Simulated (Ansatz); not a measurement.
Geometry optimisation, Ansatz 0.2.0, DFT PBEsol, scalar-relativistic, plane waves, PAW.

Input:

```yaml
crystal:
  lattice:
    - [-2.45685, 4.255389, 5.4047]
    - [4.9137, 0.0, 5.4047]
    - [4.9137, 8.510778, 0.0]
  atoms:
    - { symbol: Si, position: [0.09848334, 0.56818333, 0.95075834] }
    - { symbol: Si, position: [0.40151667, 0.93181667, 0.03409167] }
    - { symbol: Si, position: [0.0, 0.0, 0.26515] }
    - { symbol: O, position: [0.31968325, 0.46578325, 0.97375838] }
    - { symbol: O, position: [0.18031675, 0.03421675, 0.11649163] }
    - { symbol: O, position: [0.93271659, 0.51941658, 0.10669171] }
    - { symbol: O, position: [0.57420008, 0.30700008, 0.13984996] }
    - { symbol: O, position: [0.92579992, 0.19299991, 0.33045005] }
    - { symbol: O, position: [0.56728342, 0.98058342, 0.08275829] }
    - { symbol: Si, position: [0.09848333, 0.56818333, 0.45075834] }
    - { symbol: Si, position: [0.40151667, 0.93181666, 0.53409167] }
    - { symbol: Si, position: [0.0, 0.0, 0.76515] }
    - { symbol: O, position: [0.18031675, 0.03421675, 0.61649163] }
    - { symbol: O, position: [0.93271659, 0.51941658, 0.60669171] }
    - { symbol: O, position: [0.57420009, 0.30700008, 0.63984996] }
    - { symbol: O, position: [0.92579992, 0.19299991, 0.83045005] }
    - { symbol: O, position: [0.56728342, 0.98058341, 0.5827583] }
    - { symbol: Si, position: [0.59848333, 0.06818333, 0.20075834] }
    - { symbol: Si, position: [0.90151667, 0.43181666, 0.28409167] }
    - { symbol: Si, position: [0.5, 0.5, 0.51515] }
    - { symbol: O, position: [0.81968325, 0.96578325, 0.22375838] }
    - { symbol: O, position: [0.68031675, 0.53421675, 0.36649163] }
    - { symbol: O, position: [0.43271659, 0.01941658, 0.35669171] }
    - { symbol: O, position: [0.07420008, 0.80700008, 0.38984996] }
    - { symbol: O, position: [0.42579992, 0.69299991, 0.58045005] }
    - { symbol: O, position: [0.31968325, 0.46578325, 0.47375838], spin: 1.0 }
    - { symbol: Si, position: [0.59848334, 0.06818333, 0.70075834] }
    - { symbol: Si, position: [0.90151667, 0.43181666, 0.78409167] }
    - { symbol: Si, position: [0.5, 0.5, 0.01515] }
    - { symbol: O, position: [0.81968325, 0.96578325, 0.72375838] }
    - { symbol: O, position: [0.68031675, 0.53421675, 0.86649163] }
    - { symbol: O, position: [0.43271659, 0.01941658, 0.85669171] }
    - { symbol: O, position: [0.07420009, 0.80700008, 0.88984996] }
    - { symbol: O, position: [0.42579992, 0.69299992, 0.08045004] }
    - { symbol: O, position: [0.06728342, 0.48058341, 0.8327583] }
magnetization:
  spin_polarized: true
total_charge: -1
basis:
  ecutwfc: 420.0
kpoints:
  mp_grid: { grid: [2, 2, 2] }
hamiltonian:
  xc: pbesol
  pseudopotentials: { kind: paw, azcp: { folder: soft_1 } }
scf:
  occupations: { method: gaussian, width: 0.02 }
  lower_state_search: "off"
relax:
  f_tol: 0.03
  max_steps: 60
  adjacent_minimum: "off"
```

Launched with:

```bash
$ ansatz run input.yaml --threads 4 --pin off --max-ram 10240MiB --backend cpu --events-out ev --progress --plain --runs-dir out
```

**Question.** Where does it end, and by what steps?

**Answer.** It converged. Limits of this set-up: coarse k mesh, PAW files made for another functional, a small cell, in which the defect meets its images, a typed lattice constant that wasn't relaxed here, charged cell in a uniform background, uncorrected. After 19 steps the energy has fallen by 1.309 eV; O22 moved furthest, 0.46 Å. Joined: Si10–Si19 (3.06 → 2.56 Å).

```csv
step,energy less start (eV),largest force component (eV/Å),accepted
0,0.0000,2.978,yes
1,-0.6701,1.523,yes
2,-0.9072,0.198,yes
3,-0.9309,0.239,yes
4,-0.7278,1.335,no
5,-0.9981,0.317,yes
6,-1.0652,0.330,yes
7,-1.1075,0.454,yes
8,-0.7294,2.081,no
9,-1.1657,0.351,yes
10,-1.1950,0.431,yes
11,-1.2474,0.276,yes
12,-1.2642,0.379,yes
13,-1.1217,0.944,no
14,-1.2947,0.261,yes
15,-1.2911,0.234,no
16,-1.3056,0.084,yes
17,-1.3057,0.110,yes
18,-1.3086,0.055,yes
19,-1.3089,0.021,yes
```

```xyz
35
Lattice="-2.4569 4.2554 5.4047 4.9137 0.0000 5.4047 4.9137 8.5108 0.0000" Properties=species:S:1:pos:R:3
Si 7.271 8.540 3.569
Si 3.783 1.997 7.240
Si 1.331 2.352 0.050
O 6.224 9.580 4.244
O 0.348 1.787 1.234
O 0.816 5.053 7.901
O 0.765 3.570 4.810
O 0.299 6.956 6.153
O 3.785 3.149 8.391
Si 4.505 4.084 3.447
Si 6.188 6.258 7.235
Si 3.766 6.548 0.005
O 2.714 6.041 1.126
O 3.199 8.986 7.770
O 3.206 7.961 4.869
O 2.763 11.010 6.084
O 6.291 7.377 8.407
Si -0.139 4.251 3.658
Si 1.495 6.431 7.232
Si 3.748 6.478 5.309
O 3.904 5.414 9.748
O 2.644 5.729 6.227
O 0.816 4.851 2.491
O 5.545 3.596 4.706
O 5.124 6.757 6.137
O 4.018 5.640 3.976
Si 2.316 8.525 3.648
Si 3.745 10.398 7.242
Si 1.290 2.176 5.425
O 6.278 9.710 9.615
O 5.214 10.150 6.583
O 3.297 9.108 2.491
O 8.214 7.961 4.771
O 2.759 2.414 6.057
O 6.402 7.322 2.947
```

Whether the end is a true minimum wasn't checked by a vibrational analysis.

The run took 3.8 min on 4 threads of Arm Neoverse V2, on a shared host, peak memory 1.8 GiB.
